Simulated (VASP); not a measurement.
# GaAs (F-43m) in VASP: further runs, part 2 of 2

VASP 6.6.1.

## (4) Single point, PBEsol

This run uses another cell than the first one, of 22.59 Å³/atom, 0.998 times its volume.

Input file INCAR:

```
ALGO     = Normal         # electronic algorithm
EDIFF    = 1E-7           # SCF threshold, eV
ENCUT    = 520            # plane-wave cutoff, eV
GGA      = PS             # functional
ISIF     = 2              # what is computed and relaxed
ISMEAR   = 0              # smearing method
LASPH    = True           # aspherical terms in the spheres
LCHARG   = False          # write CHGCAR
LREAL    = False          # projectors in reciprocal space
LWAVE    = False          # write WAVECAR
NBANDS   = 16             # bands
NELM     = 80             # most SCF steps
PREC     = Accurate       # precision mode
SIGMA    = 0.1            # smearing width, eV
```

Input file KPOINTS:

```
k-points
0
Gamma
  6 6 6
```

Input file POSCAR:

```
GaAs
1.0
    0.0000000000      2.8268500000      2.8268500000
    2.8268500000      0.0000000000      2.8268500000
    2.8268500000      2.8268500000      0.0000000000
Ga As
1 1
Direct
    0.0000000000      0.0000000000      0.0000000000
    0.2500000000      0.2500000000      0.2500000000
```

Potentials or basis: VASP PAW PBE potentials, release 64 (Ga_d, As).

The run is started by

```
$ cat potpaw_PBE.64/Ga_d/POTCAR potpaw_PBE.64/As/POTCAR > POTCAR
$ mpirun -np 1 vasp_std > vasp.out
```

OUTCAR:

```text
EDIFF = 1E-7
   ENCUT = 520
   GGA = PS
   ISIF = 2
   ISMEAR = 0
   LASPH = True
   LREAL = False
   NELM = 80
   PREC = Accurate

 ion  position               nearest neighbor table
   1  0.000  0.000  0.000-   2 2.45   2 2.45   2 2.45   2 2.45
   2  0.250  0.250  0.250-   1 2.45   1 2.45   1 2.45   1 2.45

  LATTYP: Found a face centered cubic cell.
 ALAT       =     5.6537000000

  Lattice vectors:

 A1 = (   0.0000000000,   2.8268500000,   2.8268500000)
 A2 = (   2.8268500000,   0.0000000000,   2.8268500000)
 A3 = (   2.8268500000,   2.8268500000,   0.0000000000)

Analysis of symmetry for initial positions (statically):
=====================================================================
 Subroutine PRICEL returns:
 Original cell was already a primitive cell.

 Routine SETGRP: Setting up the symmetry group for a
 face centered cubic supercell.

 Subroutine GETGRP returns: Found 24 space group operations
 (whereof 24 operations were pure point group operations)
 out of a pool of 48 trial point group operations.

The static configuration has the point symmetry T_d .

Analysis of symmetry for dynamics (positions and initial velocities):
=====================================================================
 Subroutine PRICEL returns:
 Original cell was already a primitive cell.

 Routine SETGRP: Setting up the symmetry group for a
 face centered cubic supercell.

 Subroutine GETGRP returns: Found 24 space group operations
 (whereof 24 operations were pure point group operations)
 out of a pool of 48 trial point group operations.

The dynamic configuration has the point symmetry T_d .

 Subroutine INISYM returns: Found 24 space group operations
 (whereof 24 operations are pure point group operations),
 and found     1 'primitive' translations

----------------------------------------------------------------------------------------

                                     Primitive cell

  volume of cell :      45.1792

  direct lattice vectors                    reciprocal lattice vectors
     0.000000000  2.826850000  2.826850000    -0.176875321  0.176875321  0.176875321
     2.826850000  0.000000000  2.826850000     0.176875321 -0.176875321  0.176875321
     2.826850000  2.826850000  0.000000000     0.176875321  0.176875321 -0.176875321

  length of vectors
     3.997769609  3.997769609  3.997769609     0.306357042  0.306357042  0.306357042

  position of ions in fractional coordinates (direct lattice)
     0.000000000  0.000000000  0.000000000
     0.250000000  0.250000000  0.250000000

  ion indices of the primitive-cell ions
   primitive index   ion index
                 1           1
                 2           2

----------------------------------------------------------------------------------------

 KPOINTS: k-points

Automatic generation of k-mesh.
 Grid dimensions read from file:
 generate k-points for:    6    6    6

 Generating k-lattice:

  Cartesian coordinates                     Fractional coordinates (reciprocal lattice)
    -0.029479220  0.029479220  0.029479220     0.166666667  0.000000000  0.000000000
     0.029479220 -0.029479220  0.029479220     0.000000000  0.166666667  0.000000000
     0.029479220  0.029479220 -0.029479220     0.000000000  0.000000000  0.166666667

  Length of vectors
     0.051059507  0.051059507  0.051059507

  Shift w.r.t. Gamma in fractional coordinates (k-lattice)
     0.000000000  0.000000000  0.000000000

 Subroutine IBZKPT returns following result:
 ===========================================

 Found     16 irreducible k-points:

 Following reciprocal coordinates:
            Coordinates               Weight
  0.000000  0.000000  0.000000      1.000000
  0.166667  0.000000  0.000000      8.000000
  0.333333  0.000000  0.000000      8.000000
  0.500000  0.000000  0.000000      4.000000
  0.166667  0.166667  0.000000      6.000000
  0.333333  0.166667  0.000000     24.000000
[... 8 lines left out ...]
 -0.333333  0.333333  0.166667     24.000000
 -0.333333  0.500000  0.166667     12.000000
   k-points           NKPTS =     16   k-points in BZ     NKDIM =     16   number of bands    NBANDS=     16
   number of dos      NEDOS =    301   number of ions     NIONS =      2
   total plane-waves  NPLWV =  27000
   dimension x,y,z NGX =    30 NGY =   30 NGZ =   30
   dimension x,y,z NGXF=    60 NGYF=   60 NGZF=   60
   ions per type =               1   1
   NGX,Y,Z   is equivalent  to a cutoff of  12.48, 12.48, 12.48 a.u.
   NGXF,Y,Z  is equivalent  to a cutoff of  24.95, 24.95, 24.95 a.u.
 SYSTEM =  unknown system
   PREC   = accura    normal or accurate (medium, high low for compatibility)
   ISTART =      0    job   : 0-new  1-cont  2-samecut
   ICHARG =      2    charge: 1-file 2-atom 10-const
   ISPIN  =      1    spin polarized calculation?
   LNONCOLLINEAR =      F non collinear calculations
   LSORBIT =      F    spin-orbit coupling
   LASPH  =      T    aspherical Exc in radial PAW
   ENCUT  =  520.0 eV  38.22 Ry    6.18 a.u.   7.43  7.43  7.43*2*pi/ulx,y,z
   NELM   =     80;   NELMIN=  2; NELMDL= -5     # of ELM steps
   EDIFF  = 0.1E-06   stopping-criterion for ELM
   LREAL  =      F    real-space projection
   EDIFFG = 0.1E-05   stopping-criterion for IOM
   NSW    =      0    number of steps for IOM
   IBRION =     -1    ionic relax: 0-MD 1-quasi-New 2-CG
   NFREE  =      0    steps in history (QN), initial steepest desc. (CG)
   ISIF   =      2    stress and relaxation
   ISYM   =      2    0-nonsym 1-usesym 2-fastsym
   POTIM  = 0.5000    time-step for ionic-motion
   TEBEG  =    0.0;   TEEND  =   0.0 temperature during run
   PSTRESS=    0.0 pullay stress
   NELECT =      18.0000    total number of electrons
   NUPDOWN=      -1.0000    fix difference up-down
   EMIN   =  10.00;   EMAX   =-10.00  energy-range for DOS
   EFERMI =   0.00;   METHOD = LEGACY
   ISMEAR =     0;   SIGMA  =   0.10  broadening in eV -4-tet -1-fermi 0-gaus
   EFERMI_NEDOS =   21; number of points for ismear=-14 and -15
   IALGO  =     38    algorithm
   IMIX   =      4    mixing-type and parameters
     AMIX     =   0.40;   BMIX     =  1.00
     AMIX_MAG =   1.60;   BMIX_MAG =  1.00
  volume/ion in A,a.u.               =      22.59       152.44
  Fermi-wavevector in a.u.,A,eV,Ry     =   1.204628  2.276417 19.743799  1.451128
  Thomas-Fermi vector in A             =   2.340347
   LORBIT       =      0    0 simple, 1 ext, 2 COOP (PROOUT), +10 PAW based schemes
   GGA     = PS    functional components
   LHFCALC =     F    Hartree Fock is set to
   AEXX    =    0.0000 exact exchange contribution
   IVDW    =     0    specifies the selected vdW correction
   LEPSILON=     F    determine dielectric tensor
   LRPA    =     F    only Hartree local field effects (RPA)
 non-spin polarized calculation
 Gauss-broadening in eV      SIGMA  =   0.10
  energy-cutoff  :      520.00
  volume of cell :       45.18
 maximum number of plane-waves:      1243
 NGX is ok and might be reduce to    30
   NGX = 15   NGY = 15   NGZ = 15

 number of electron      17.9999995 magnetization

 Free energy of the ion-electron system (eV)
  ---------------------------------------------------
  ext. energy  EPLUGINS =         0.00000000
  ---------------------------------------------------
  free energy    TOTEN  =        -9.06593629 eV

  energy without entropy =       -9.06593096  energy(sigma->0) =       -9.06593363

 E-fermi :   4.0515     XC(G=0):  -9.7689

 val. band max:        3.8139691107   @ k =   0.0000   0.0000   0.0000
 cond. band min:       4.2666055599   @ k =   0.0000   0.0000   0.0000
 fundamental gap:      0.4526364492
 Fermi energy:         4.0514796390

 k-point     1 :       0.0000    0.0000    0.0000
  band No.  band energies     occupation
      1     -10.9734      2.00000
      2     -10.9734      2.00000
      3     -10.9734      2.00000
      4     -10.8936      2.00000
      5     -10.8936      2.00000
      6      -8.9393      2.00000
[... 8 lines left out ...]
     15      13.9174      0.00000
     16      13.9174      0.00000
[... 267 lines left out ...]
 k-point    16 :      -0.3333    0.5000    0.1667
  band No.  band energies     occupation
      1     -11.0767      2.00000
      2     -10.9373      2.00000
      3     -10.9280      2.00000
      4     -10.9088      2.00000
      5     -10.8865      2.00000
      6      -6.3700      2.00000
[... 8 lines left out ...]
     15      15.9840      0.00000
     16      17.0550      0.00000

------------------------ aborting loop because EDIFF is reached ----------------------------------------

  FORCE on cell =-STRESS in cart. coord.  units (eV):
  Direction    XX          YY          ZZ          XY          YZ          ZX
  --------------------------------------------------------------------------------------
  -------------------------------------------------------------------------------------
  Total        0.0927959      0.0927959      0.0927959     -0.0000000     -0.0000000      0.0000000
  in kB        3.2907957      3.2907957      3.2907957     -0.0000000     -0.0000000      0.0000000
  external PRESSURE =       3.2907957 kB  Pullay stress =       0.0000000 kB

 VOLUME and BASIS-vectors are now :
 -----------------------------------------------------------------------------
  energy-cutoff  :      520.00
  volume of cell :       45.18
      direct lattice vectors                 reciprocal lattice vectors
     0.000000000  2.826850000  2.826850000    -0.176875321  0.176875321  0.176875321
     2.826850000  0.000000000  2.826850000     0.176875321 -0.176875321  0.176875321
     2.826850000  2.826850000  0.000000000     0.176875321  0.176875321 -0.176875321

 POSITION                                       TOTAL-FORCE (eV/Angst)
 -----------------------------------------------------------------------------------
      0.00000      0.00000      0.00000        -0.000000     -0.000000     -0.000000
      1.41342      1.41342      1.41342         0.000000      0.000000      0.000000
 -----------------------------------------------------------------------------------
    total drift:                                0.000000      0.000000      0.000000

  FREE ENERGIE OF THE ION-ELECTRON SYSTEM (eV)
  ---------------------------------------------------
  free  energy   TOTEN  =        -9.0659362935 eV

  energy  without entropy=       -9.0659309595  energy(sigma->0) =       -9.06593363
```

Run time: 11 s. Hardware: 1 thread of Intel Xeon Platinum 8488C (Sapphire Rapids), shared host; peak memory 0.16 GiB.

Results:

* Free energy: -9.0659 eV
* Pressure: 0.3 GPa
* Band gap on the k mesh: 0.45 eV, direct

Caveat: the PAW data sets were made with another functional, which shifts forces and pressure a little.

## (5) Single point, PBEsol (cell and atoms relaxed tightly for response)

Input file INCAR:

```
ALGO = Normal
EDIFF = 1E-6
ENCUT = 520
GGA = PS
ISIF = 2
ISMEAR = 0
LASPH = True
LCHARG = True
LELF = True
LREAL = False
LVHAR = True
LWAVE = False
NBANDS = 16
NELM = 60
PREC = Accurate
SIGMA = 0.01
```

Input file KPOINTS:

```
k-points
0
Gamma
  12 12 12
```

Input file POSCAR:

```
GaAs
1.0
    0.0000000000      2.8295586954      2.8295586954
    2.8295586954      0.0000000000      2.8295586954
    2.8295586954      2.8295586954      0.0000000000
Ga As
1 1
Direct
    0.0000000000      0.0000000000      0.0000000000
    0.2500000000      0.2500000000      0.2500000000
```

Potentials or basis: VASP PAW PBE potentials, release 64 (Ga_d, As).

The run is started by

```
$ cat potpaw_PBE.64/Ga_d/POTCAR potpaw_PBE.64/As/POTCAR > POTCAR
$ mpirun -np 1 vasp_std > vasp.out
```

OUTCAR:

```text
EDIFF = 1E-6
   ENCUT = 520
   GGA = PS
   ISIF = 2
   ISMEAR = 0
   LASPH = True
   LREAL = False
   NELM = 60
   PREC = Accurate

 ion  position               nearest neighbor table
   1  0.000  0.000  0.000-   2 2.45   2 2.45   2 2.45   2 2.45
   2  0.250  0.250  0.250-   1 2.45   1 2.45   1 2.45   1 2.45

  LATTYP: Found a face centered cubic cell.
 ALAT       =     5.6591173908

  Lattice vectors:

 A1 = (   0.0000000000,   2.8295586954,   2.8295586954)
 A2 = (   2.8295586954,   0.0000000000,   2.8295586954)
 A3 = (   2.8295586954,   2.8295586954,   0.0000000000)

Analysis of symmetry for initial positions (statically):
=====================================================================
 Subroutine PRICEL returns:
 Original cell was already a primitive cell.

 Routine SETGRP: Setting up the symmetry group for a
 face centered cubic supercell.

 Subroutine GETGRP returns: Found 24 space group operations
 (whereof 24 operations were pure point group operations)
 out of a pool of 48 trial point group operations.

The static configuration has the point symmetry T_d .

[... 159 lines left out ...]

  energy without entropy =       -9.09252745  energy(sigma->0) =       -9.09252745

 E-fermi :   3.8356     XC(G=0):  -9.7604

 val. band max:        3.7763968325   @ k =   0.0000   0.0000   0.0000
 cond. band min:       4.2112380738   @ k =   0.0000   0.0000   0.0000
 fundamental gap:      0.4348412412
 Fermi energy:         3.8355787310

 k-point     1 :       0.0000    0.0000    0.0000
  band No.  band energies     occupation
      1     -10.9914      2.00000
      2     -10.9914      2.00000
      3     -10.9914      2.00000
      4     -10.9120      2.00000
      5     -10.9120      2.00000
      6      -8.9552      2.00000
[... 433 lines left out ...]
      3     -10.9648      2.00000
      4     -10.9129      2.00000
      5     -10.9093      2.00000
      6      -6.9976      2.00000
[... 8 lines left out ...]
     15      14.0853      0.00000
     16      14.7545      0.00000

 [... further k-points ...]

------------------------ aborting loop because EDIFF is reached ----------------------------------------

  FORCE on cell =-STRESS in cart. coord.  units (eV):
  Direction    XX          YY          ZZ          XY          YZ          ZX
  --------------------------------------------------------------------------------------
  -------------------------------------------------------------------------------------
  Total        0.0468115      0.0468115      0.0468115     -0.0000000      0.0000000     -0.0000000
  in kB        1.6553029      1.6553029      1.6553029     -0.0000000      0.0000000     -0.0000000
  external PRESSURE =       1.6553029 kB  Pullay stress =       0.0000000 kB

 VOLUME and BASIS-vectors are now :
 -----------------------------------------------------------------------------
  energy-cutoff  :      520.00
  volume of cell :       45.31
      direct lattice vectors                 reciprocal lattice vectors
     0.000000000  2.829558695  2.829558695    -0.176706000  0.176706000  0.176706000
     2.829558695  0.000000000  2.829558695     0.176706000 -0.176706000  0.176706000
     2.829558695  2.829558695  0.000000000     0.176706000  0.176706000 -0.176706000

 POSITION                                       TOTAL-FORCE (eV/Angst)
 -----------------------------------------------------------------------------------
      0.00000      0.00000      0.00000         0.000000      0.000000      0.000000
      1.41478      1.41478      1.41478        -0.000000     -0.000000     -0.000000
 -----------------------------------------------------------------------------------
    total drift:                                0.000000      0.000000      0.000000

  FREE ENERGIE OF THE ION-ELECTRON SYSTEM (eV)
  ---------------------------------------------------
  free  energy   TOTEN  =        -9.0925274476 eV

  energy  without entropy=       -9.0925274476  energy(sigma->0) =       -9.09252745
```

stdout:

```text
POSCAR found type information on POSCAR GaAs
 POSCAR found :  2 types and       2 ions
 scaLAPACK will be used
 -----------------------------------------------------------------------------
|                                                                             |
|                                                                             |
|     You enforced a specific xc type in the INCAR file but a different       |
|     I HOPE YOU KNOW WHAT YOU ARE DOING!                                     |
|                                                                             |
 -----------------------------------------------------------------------------

 LDA part: xc-table for (Slater+PW92), standard interpolation
 POSCAR, INCAR and KPOINTS ok, starting setup
 FFT: planning ... GRIDC
 FFT: planning ... GRID_SOFT
 FFT: planning ... GRID
 WAVECAR not read
 entering main loop
```

Wall time 39 s (1 thread of Intel Xeon Platinum 8488C (Sapphire Rapids), shared host); peak memory 0.2 GiB.

Results:

```yaml
Free_energy: -9.0925 eV
Pressure: 0.2 GPa
Band_gap_on_the_k_mesh: 0.43 eV, direct
```

Levels at points of the mesh, in eV from the valence-band top:
```csv
k point,band 6,band 7,band 8,band 9,band 10,band 11,band 12,band 13
"(0.00, 0.00, 0.00)",-12.73,0.00,0.00,0.00,0.43,3.69,3.69,3.69
"(0.50, 0.00, 0.00)",-10.96,-6.66,-1.14,-1.14,0.92,4.58,4.58,7.58
"(0.50, 0.50, 0.00)",-10.22,-6.84,-2.69,-2.69,1.36,1.57,10.11,10.11
```

Caveat: the PAW data sets were made with another functional, which shifts forces and pressure a little.

## (6) Overview

| task | cell | k mesh | cutoff (eV) | smearing | gap on the mesh (eV) | pressure (GPa) |
| --- | --- | --- | --- | --- | --- | --- |
| single point | F-43m, 22.64 Å³/atom | 12 × 12 × 12 | 520 | gaussian 0.02 eV | 0.44 | 0.2 |
| relaxation of cell and atoms | relaxed | 12 × 12 × 12 | 600 | gaussian 0.02 eV | 0.42 | 0.0 |
| single point | F-43m, 22.59 Å³/atom | 6 × 6 × 6 | 520 | gaussian 0.1 eV | 0.45 | 0.3 |
| single point | cell and atoms relaxed tightly for response | 12 × 12 × 12 | 520 | gaussian 0.01 eV | 0.43 | 0.2 |

Alike in all rows: level PBEsol; potentials or basis VASP PAW PBE potentials, release 64 (Ga_d, As); no spin polarisation.

Caveats: the PAW data sets were made with another functional, which shifts forces and pressure a little.

Absolute energies hang on the potentials; compare differences alone.

## (7) Comparison with measurements

Step 2. A measured gap of GaAs is 1.412 eV (direct; 300 K; “Evidence of valence band perturbations in GaAsN/GaAs(001): A combined variable-angle spectroscopic ellipsometry and modulated photoreflectance investigation”, 2008, arxiv:0805.2212); the calculated 0.44 eV misses it by -0.97 eV. 3 values of this kind are on record (1.412 to 1.51 eV); this one was drawn at random among those near their median, those with a stated uncertainty first. Spin-orbit coupling on As, Ga is left out. The value is that of PBEsol on a finite k mesh, which can miss the band edges, without temperature or zero-point motion. Semilocal functionals fall short of measured gaps as a rule.

Step 4. Against the measured gap of GaAs, 1.418 eV (direct; 300 K; “Evidence of valence band perturbations in GaAsN/GaAs(001): A combined variable-angle spectroscopic ellipsometry and modulated photoreflectance investigation”, 2008, arxiv:0805.2212), the calculated 0.45 eV is off by -0.97 eV. 3 values of this kind are on record (1.412 to 1.51 eV); this one was drawn at random among those near their median, those with a stated uncertainty first. Spin-orbit coupling on As, Ga is left out. The value is that of PBEsol on a finite k mesh, which can miss the band edges, without temperature or zero-point motion. Semilocal functionals fall short of measured gaps as a rule.
